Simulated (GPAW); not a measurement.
**CdS and the effect of the functional**

It takes space group P6_3mc (No. 186, hexagonal). The conventional cell has a = 4.150 Å, b = 4.150 Å, c = 6.737 Å, α = 90.00°, β = 90.00°, γ = 120.00°. Cd (site symmetry 3m) has 4 S at 2.53 to 2.54 Å as nearest neighbours. S (site symmetry 3m) has 4 Cd at 2.53 to 2.54 Å as nearest neighbours.

Kept alike: task band structure; k mesh 6 × 6 × 3; occupations fermi-dirac, width 0.05 eV; no spin polarisation. Program: GPAW, potentials by row: PAW data sets generated for this functional (AM05, BLYP, PBEsol); the program's PAW data sets (release 1.2.1) made for this functional (LDA, revPBE); GPAW PAW data sets (gpaw-data 1.2.1) (PBE, TPSS on files made for PBE, vdW-DF2 on files made for PBE), cutoff 600 eV. The mesh is that of the run's cell of 4 atoms. No spin-orbit coupling.

| functional | band gap (eV) |
| --- | --- |
| AM05 | 1.161 |
| BLYP | 1.118 |
| LDA | 0.893 |
| PBE | 1.177 |
| PBEsol | 1.037 |
| TPSS | 1.378 |
| revPBE | 1.315 |
| vdW-DF2 | 1.042 |

Runs of this series that gave no sound value for these columns are left out. Gaps are the smaller of the mesh's and the band path's.

The band gap runs from 0.893 (LDA) to 1.378 eV (TPSS). From PBE: AM05 -0.016; BLYP -0.059; LDA -0.284; PBEsol -0.140; TPSS +0.201; revPBE +0.138; vdW-DF2 -0.135. Measured: 2.482 eV at 300 K (a printed reference work); nearest TPSS, 1.104 eV off. Semilocal gaps fall short of quasiparticle gaps.
